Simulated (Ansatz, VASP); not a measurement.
## One calculation of SnTe3, two programs

```
Sn Te
1.0
     4.84792    0.00000    0.00000
     0.00000    4.84792    0.00000
     0.00000    0.00000    4.84792
Sn Te
1 3
Cartesian
  0.0000 0.0000 0.0000
  0.0000 2.4240 2.4240
  2.4240 0.0000 2.4240
  2.4240 2.4240 0.0000
```

Alike in both runs: task relaxation of cell and atoms; functional PBE; k mesh 10 × 10 × 10; occupations gaussian, width 0.1 eV; no spin polarisation.

|  | VASP | Ansatz |
| --- | --- | --- |
| version | VASP 6.6.1 | Ansatz 0.2.0 |
| potentials or method | VASP PAW PBE potentials, release 64 (Sn_d, Te) | scalar-relativistic, plane waves, PAW |
| plane-wave cutoff (eV) | 600 | 420 |
| valence electrons in the cell | 32 | 62 |

```tsv
	VASP	Ansatz	Ansatz less VASP
gap on the k mesh at the Fermi level, each at its own relaxed structure (eV)	none	none	-
relaxed volume (Å³/atom)	29.13	29.18	+0.043
relaxed cell length with the largest relative difference (Å)	4.884	4.887	+0.0024
energy change over the relaxation (meV/atom)	-2	-2	-0.2
```

A gap of «none» marks a metal or a gap that the smearing closes. The two sets of potentials don't hold the same shells in valence.

The runs have no spin-orbit coupling, so splittings on Te are missing.
